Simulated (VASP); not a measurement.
Level of theory: PBE GGA, VASP's PBE PAW potentials (set 64) (plane waves; VASP 6.6.1).

Input for VASP

POSCAR:
```
CsBr
1
    3.9207965782     0.0000000000     0.0000000000
    0.0000000000     3.9207965782    -0.0000000000
    0.0000000000    -0.0000000000     3.9207965782
Cs Br
1 1
Direct
  0.0000000000   0.0000000000   0.0000000000
  0.5000000000   0.5000000000   0.5000000000
```

INCAR:
```
ALGO = Normal
EDIFF = 1E-6
EDIFFG = -0.02
ENCUT = 500
GGA = PE
IBRION = 2
ISIF = 3
ISMEAR = 0
LASPH = .TRUE.
LCHARG = .FALSE.
LMAXMIX = 4
LREAL = .FALSE.
LWAVE = .FALSE.
NELM = 100
NSW = 40
PREC = Accurate
PSTRESS = 100
SIGMA = 0.05
SYSTEM = CsBr
```

**KPOINTS**
```
kpoints
0
Gamma
  7 7 7
0 0 0
```

POTCAR, in this order: Cs_sv Br (PBE.64 set). Program: vasp_std.

Output of the run:

File OUTCAR:
```
 ion  position               nearest neighbor table
   1  0.000  0.000  0.000-
   2  0.500  0.500  0.500-
  LATTYP: Found a simple cubic cell.
 ALAT       =     3.9207965782
 Subroutine PRICEL returns:
 Original cell was already a primitive cell.
 Subroutine GETGRP returns: Found 48 space group operations
The static configuration has the point symmetry O_h .
The dynamic configuration has the point symmetry O_h .
 Subroutine INISYM returns: Found 48 space group operations
 Subroutine IBZKPT returns following result:
 Found     20 irreducible k-points:

 Following reciprocal coordinates:
            Coordinates               Weight
  0.000000  0.000000  0.000000      1.000000
  0.142857  0.000000  0.000000      6.000000
  0.285714  0.000000  0.000000      6.000000
  0.428571  0.000000  0.000000      6.000000
  0.142857  0.142857  0.000000     12.000000
  0.285714  0.142857  0.000000     24.000000
  0.428571  0.142857  0.000000     24.000000
  0.285714  0.285714  0.000000     12.000000
  0.428571  0.285714  0.000000     24.000000
...
```

OSZICAR:
```
       N       E                     dE             d eps       ncg     rms          rms(c)
DAV:   1     0.913782526377E+02    0.91378E+02   -0.70649E+03   480   0.114E+03
DAV:   2    -0.212271342333E+00   -0.91591E+02   -0.86975E+02   708   0.189E+02
DAV:   3    -0.566405864009E+01   -0.54518E+01   -0.54388E+01   596   0.520E+01
DAV:   4    -0.570410857342E+01   -0.40050E-01   -0.40037E-01   584   0.523E+00
DAV:   5    -0.570441572340E+01   -0.30715E-03   -0.30712E-03   604   0.450E-01    0.224E+00
DAV:   6    -0.550696201886E+01    0.19745E+00   -0.29850E-01   524   0.339E+00    0.129E+00
DAV:   7    -0.547738018989E+01    0.29582E-01   -0.17648E-01   584   0.254E+00    0.608E-01
DAV:   8    -0.547947648694E+01   -0.20963E-02   -0.11996E-02   552   0.805E-01    0.945E-02
DAV:   9    -0.547950714752E+01   -0.30661E-04   -0.73828E-04   580   0.221E-01    0.578E-02
DAV:  10    -0.547956491152E+01   -0.57764E-04   -0.19733E-04   576   0.922E-02    0.242E-02
DAV:  11    -0.547957001015E+01   -0.50986E-05   -0.51655E-05   572   0.503E-02    0.513E-03
DAV:  12    -0.547956901638E+01    0.99378E-06   -0.46557E-06   576   0.172E-02
   1 F= -.17176248E+01 E0= -.17176248E+01  d E =-.171762E+01
```

### OUTCAR
```
------------------------ aborting loop because EDIFF is reached ----------------------------------------
  FORCE on cell =-STRESS in cart. coord.  units (eV):
  Direction    XX          YY          ZZ          XY          YZ          ZX
  --------------------------------------------------------------------------------------
  Total        3.7609528      3.7609528      3.7609528     -0.0000000      0.0000000      0.0000000
  in kB       99.9736457     99.9736457     99.9736457     -0.0000000      0.0000000      0.0000000
  external PRESSURE =      -0.0263543 kB  Pullay stress =     100.0000000 kB
  volume of cell :       60.27
      direct lattice vectors                 reciprocal lattice vectors
     3.920796578  0.000000000  0.000000000     0.255050212  0.000000000  0.000000000
     0.000000000  3.920796578  0.000000000     0.000000000  0.255050212  0.000000000
     0.000000000  0.000000000  3.920796578     0.000000000  0.000000000  0.255050212
 POSITION                                       TOTAL-FORCE (eV/Angst)
 -----------------------------------------------------------------------------------
      0.00000      0.00000      0.00000         0.000000      0.000000      0.000000
      1.96040      1.96040      1.96040         0.000000      0.000000      0.000000
 -----------------------------------------------------------------------------------
    total drift:                                0.000000      0.000000     -0.000000
  FREE ENERGIE OF THE ION-ELECTRON SYSTEM (eV)
  ---------------------------------------------------
  free  energy   TOTEN  =        -5.4795690164 eV

  energy  without entropy=       -5.4795690164  energy(sigma->0) =       -5.47956902
  enthalpy is  TOTEN    =        -1.7176248201 eV   P V=        3.7619441963

 reached required accuracy - stopping structural energy minimisation
```
(Selected blocks of OUTCAR.)

The compound is CsBr in the CsCl type structure. It was relaxed first under an external pressure of 10 GPa.
